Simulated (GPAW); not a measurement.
Runs of GPAW 26.7.0 on CuI (Marshite). It takes space group F-43m (No. 216, cubic). The conventional cell has a = 6.063 Å, b = 6.063 Å, c = 6.063 Å, α = 90.00°, β = 90.00°, γ = 90.00°. I (site symmetry -43m) has 4 Cu at 2.63 Å as nearest neighbours. Around Cu (site symmetry -43m) lie 4 I at 2.63 Å. 

| task | level | potentials or basis | spin | cell | k mesh | optimizer | fmax | max steps | convergence | eigensolver | gap on the mesh (eV) | pressure (GPa) | relaxed volume (Å³/atom) |
| --- | --- | --- | --- | --- | --- | --- | --- | --- | --- | --- | --- | --- | --- |
| relaxation of cell and atoms | revPBE+D3(BJ) | the program's PAW data sets (release 1.2.1) made for this functional, pw | off | relaxed | 8 × 8 × 8 | BFGS | 0.02 eV/Å | 40 | density=1e-05 forces=0.0001 | - | (c) | 0.0 | (d) |
| relaxation of cell and atoms | PBEsol+D4 | PAW data sets generated in the run's folder for this functional, pw | off | relaxed | 8 × 8 × 8 | BFGS | 0.02 eV/Å | 60 | density=1e-05 forces=0.0001 | - | 1.21 | 0.0 | (b) |
| relaxation of cell and atoms | BLYP+D3(BJ) | PAW data sets generated in the run's folder for this functional, pw | off | relaxed | 8 × 8 × 8 | FIRE | 0.01 eV/Å | 100 | density=1e-05 forces=0.0001 | davidson | (a) | 0.0 | 26.95 |
| relaxation of cell and atoms | revPBE+D4 | the program's PAW data sets (release 1.2.1) made for this functional, pw | off | relaxed | 8 × 8 × 8 | BFGS | 0.02 eV/Å | 100 | density=1e-05 forces=0.0001 | - | 1.35 | 0.1 | 26.79 |
| band structure | RPBE | the program's PAW data sets (release 1.2.1) made for this functional, pw | off | as given | 8 × 8 × 8 | - | - | - | - | - | 1.28 | 3.0 | - |
| band structure | PBEsol | PAW data sets generated in the run's folder for this functional, pw | off | as given | 8 × 8 × 8 | - | - | - | - | - | 1.03 | -1.9 | - |
| relaxation of cell and atoms | RPBE | the program's PAW data sets (release 1.2.1) made for this functional, pw | off | relaxed | 8 × 8 × 8 | LBFGS | 0.05 eV/Å | 60 | density=1e-05 forces=0.0001 | - | 1.10 | 0.3 | 29.93 |
| band structure | PBE | GPAW PAW data sets (gpaw-data 1.2.1), pw | SOC, no magnetisation | as given | 6 × 6 × 6 | - | - | - | - | - | 0.95 | 0.9 | - |

Alike in all rows: cutoff (eV) 600; smearing fermi-dirac 0.05 eV.

Task: Estimate the missing entries.

Result: (a) 1.27; (b) 26.01; (c) 1.37; (d) 26.60.

Caveats: with this Cu data set, volumes or pressures lay over 1.5 % or 2 GPa off other programs in two to four cells of ten; spin-orbit coupling is left out, which moves the levels of the heavy elements (some runs); later steps reuse the first step's grids (some runs); spin-orbit coupling was added after a scalar SCF, so levels and gaps hold it while energy, forces, pressure and moments don't (some runs); this program's spin-orbit splittings come out too wide for heavy elements (some runs).

A k mesh can miss the band edges, and rows without SOC leave out spin-orbit coupling on I.
